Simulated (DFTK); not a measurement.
Input of a DFTK 0.8.2 run:

File run.jl:

```julia
using DFTK
using PseudoPotentialData
using Unitful, UnitfulAtomic
using LinearAlgebra, Printf
include("save.jl")
disable_threading()

lines     = readlines("POSCAR")
lattice   = austrip(1u"Å") * parse(Float64, lines[2]) * hcat([parse.(Float64, split(l)) for l in lines[3:5]]...)
symbols   = vcat([fill(Symbol(s), parse(Int, n)) for (s, n) in zip(split(lines[6]), split(lines[7]))]...)
positions = [parse.(Float64, split(l)[1:3]) for l in lines[9:8+length(symbols)]]
pseudopotentials = Dict(:Co => "Co.upf")
elements = Dict(s => ElementPsp(s, pseudopotentials; rcut=10.0) for s in unique(symbols))
atoms    = [elements[s] for s in symbols]
magnetic_moments = [2.0, 2.0]

build_model(lattice, positions; symmetries=true) =
    model_DFT(lattice, atoms, positions;
              functionals=PBEsol(),
              magnetic_moments,
              spin_polarization=:collinear,
              temperature=austrip(0.05u"eV"),
              smearing=Smearing.FermiDirac(),
              symmetries)
Ecut  = 45.0  # hartree
kgrid = [9, 9, 5]
tol   = 1e-6
to_GPa = ustrip(uconvert(u"GPa", 1u"hartree/bohr^3"))

model = build_model(lattice, positions)
basis = PlaneWaveBasis(model; Ecut, kgrid)
display(basis)
scfres = self_consistent_field(basis;
                               tol,
                               ρ=guess_density(basis, magnetic_moments),
                               nbandsalg=AdaptiveBands(model; n_bands_converge=24))
display(scfres.energies)
@printf "Fermi level: %.6f eV\n" ustrip(auconvert(u"eV", something(scfres.εF, NaN)))
forces = compute_forces_cart(scfres)
println("Forces (eV/Å)")
for (s, f) in zip(symbols, forces)
    @printf "%-3s %12.6f %12.6f %12.6f\n" s ustrip.(auconvert.(u"eV/Å", f))...
end
stress = compute_stresses_cart(scfres)
println("Stress (GPa)")
display(round.(stress * to_GPa; digits=4))
@printf "Total moment: %.4f μB\n" sum(spin_density(scfres.ρ)) * scfres.basis.dvol
println("Levels at the first k-point (eV): ", round.(ustrip.(auconvert.(u"eV", scfres.eigenvalues[1][1:scfres.n_bands_converge])); digits=4))
save_scf!(scfres; forces, stress)

points = Dict("G" => [0.0, 0.0, 0.0], "A" => [0.0, 0.0, 0.5], "H" => [0.3333333333, 0.3333333333, 0.5], "K" => [0.3333333333, 0.3333333333, 0.0], "L" => [0.5, 0.0, 0.5], "M" => [0.5, 0.0, 0.0])
segments = [("G", "M", 6), ("M", "K", 4), ("K", "G", 7), ("G", "A", 3), ("A", "L", 6), ("L", "H", 4), ("H", "A", 7), ("L", "M", 3), ("K", "H", 3)]
kcoords = vcat([[points[a] + t * (points[b] - points[a]) for t in range(0, 1, n)] for (a, b, n) in segments]...)
bands = compute_bands(scfres, ExplicitKpoints(kcoords); n_bands=26, tol=1e-5)
for (k, ε) in zip(bands.basis.kpoints, bands.eigenvalues)
    @printf "%d %8.4f %8.4f %8.4f " k.spin k.coordinate...
    println(join([@sprintf("%9.4f", e) for e in ustrip.(auconvert.(u"eV", ε .- scfres.εF))]))
end
results["band_energies"] = rows(bands.eigenvalues); results["band_kpoints"] = rows(kcoords)
```

File POSCAR:

```
Co
1.0
    2.4719999032      0.0000000000      0.0000000000
   -1.2359999516      2.1408147143      0.0000000000
    0.0000000000      0.0000000000      4.0211440800
Co
2
Direct
    0.6666666667      0.3333333333      0.7500000000
    0.3333333333      0.6666666667      0.2500000000
```

Potentials or basis: SPMS 1.0 (PBE).

Command:

```bash
$ julia --threads=1 run.jl  # save.jl only writes the numbers to a file and isn't shown; printed stress counts tension as positive; times include loading and compiling
```

**Question.** Predict the band gap on the k mesh.

**Answer.** None (metal or under the smearing width).

**Question.** Predict the absolute moment.

**Answer.** 3.35 μB per cell.

**Question.** Predict the net moment.

**Answer.** 3.06 μB per cell.

**Question.** Predict the site moments.

**Answer.** Co +1.53 μB.

Levels at the corners of the path, in eV from the Fermi level:
Spin up:
```tsv
point	band 15	band 16	band 17	band 18	band 19	band 20	band 21	band 22
Γ	-2.25	-1.87	-1.87	-0.73	-0.73	-0.28	6.45	22.01
M	-2.18	-0.56	-0.50	-0.41	1.38	3.44	9.74	10.40
K	-1.90	-0.84	-0.84	-0.74	4.60	5.44	5.44	12.46
Γ	-2.25	-1.87	-1.87	-0.73	-0.73	-0.28	6.45	22.01
A	-2.64	-2.64	-1.05	-1.05	-1.05	-1.05	15.02	15.02
L	-1.01	-1.01	-0.47	-0.47	1.57	1.57	7.45	7.45
H	-1.85	-1.85	-0.67	-0.67	5.82	5.82	7.45	7.45
A	-2.64	-2.64	-1.05	-1.05	-1.05	-1.05	15.02	15.02
L	-1.01	-1.01	-0.47	-0.47	1.57	1.57	7.45	7.45
M	-2.18	-0.56	-0.50	-0.41	1.38	3.44	9.74	10.40
K	-1.90	-0.84	-0.84	-0.74	4.60	5.44	5.44	12.46
H	-1.85	-1.85	-0.67	-0.67	5.82	5.82	7.45	7.45
```
Spin down:
| point | band 12 | band 13 | band 14 | band 15 | band 16 | band 17 | band 18 | band 19 | band 20 | band 21 |
| --- | --- | --- | --- | --- | --- | --- | --- | --- | --- | --- |
| Γ | -1.04 | -1.04 | -0.67 | -0.67 | -0.32 | -0.19 | -0.19 | 1.04 | 1.04 | 7.37 |
| M | -1.95 | -1.17 | -1.13 | -0.72 | 1.18 | 1.30 | 1.35 | 2.54 | 4.32 | 10.14 |
| K | -2.78 | -1.46 | -1.46 | -0.41 | 0.87 | 0.87 | 1.03 | 5.32 | 6.13 | 6.13 |
| Γ | -1.04 | -1.04 | -0.67 | -0.67 | -0.32 | -0.19 | -0.19 | 1.04 | 1.04 | 7.37 |
| A | -1.66 | -1.10 | -1.10 | -1.10 | -1.10 | 0.69 | 0.69 | 0.69 | 0.69 | 15.39 |
| L | -2.51 | -0.09 | -0.09 | 0.18 | 0.18 | 1.28 | 1.28 | 2.18 | 2.18 | 8.27 |
| H | -2.64 | -1.85 | -1.85 | -0.25 | -0.25 | 1.06 | 1.06 | 6.40 | 6.40 | 8.11 |
| A | -1.66 | -1.10 | -1.10 | -1.10 | -1.10 | 0.69 | 0.69 | 0.69 | 0.69 | 15.39 |
| L | -2.51 | -0.09 | -0.09 | 0.18 | 0.18 | 1.28 | 1.28 | 2.18 | 2.18 | 8.27 |
| M | -1.95 | -1.17 | -1.13 | -0.72 | 1.18 | 1.30 | 1.35 | 2.54 | 4.32 | 10.14 |
| K | -2.78 | -1.46 | -1.46 | -0.41 | 0.87 | 0.87 | 1.03 | 5.32 | 6.13 | 6.13 |
| H | -2.64 | -1.85 | -1.85 | -0.25 | -0.25 | 1.06 | 1.06 | 6.40 | 6.40 | 8.11 |

Caveat: the local potential of these files has a noisy tail that shifts the pressure, which isn't listed; the potentials were made for another functional, which shifts forces and pressure.
